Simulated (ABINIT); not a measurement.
Planning a run of ABINIT 10.8.3 on GaN (F-43m). The input:

```
acell 3*1.0 Angstrom
rprim 
  0.000000000000 2.253500607500 2.253500607500
  2.253500607500 0.000000000000 2.253500607500
  2.253500607500 2.253500607500 0.000000000000
ntypat 2
znucl 31 7
natom 2
typat 1 2
xred 
  0.000000000000 0.000000000000 0.000000000000
  0.750000000000 0.750000000000 0.750000000000
pp_dirpath "pseudos"
pseudos "Ga.upf, N.upf"
ecut 36
ngkpt 8 8 8
nshiftk 1
shiftk 0 0 0
kptopt 1
chksymbreak 0
istwfk *1
occopt 1
irdwfk 1
optdriver 3
nband 114
ecuteps 9.6
inclvkb 2
awtr 1
symchi 1
indata_prefix "in"
outdata_prefix "out"
tmpdata_prefix "tmp"
```

```sh
OMP_NUM_THREADS=1 mpirun -n 8 abinit run.abi > log
```

Estimate wall time and host memory on 8 MPI ranks of Arm Neoverse V2, shared host.

It took 3.6 min; on shared hardware allow 1.8 min to 7.2 min. Peak host memory was 2.3 GiB.

[Paths, hosts, dates, memory and timing lines, banners, echoed tables and standing remarks are left out of the program output.]

[Logs are printed without paths, hosts, clocks, repeated set-up lines and the standing remarks that a program may print on its own settings, such as how far it seeks lower states.]

[Runs of the session that timed out or met a known fault of the program may be left out.]

[Hosts, paths, dates, database ids (printed as entryN), source tags and the programs' standing remarks are cut or masked in the printed files.]

[G0W0 gaps are taken among the corrected bands and points alone; a level outside them can change the order at an edge.]

[Where Ansatz stands beside ABINIT at settings called matched, ABINIT's density can come from a denser mesh and the files from another edition; pairs whose starting gaps differed by over 0.03 eV were left out, so agreement reads better than it is.]
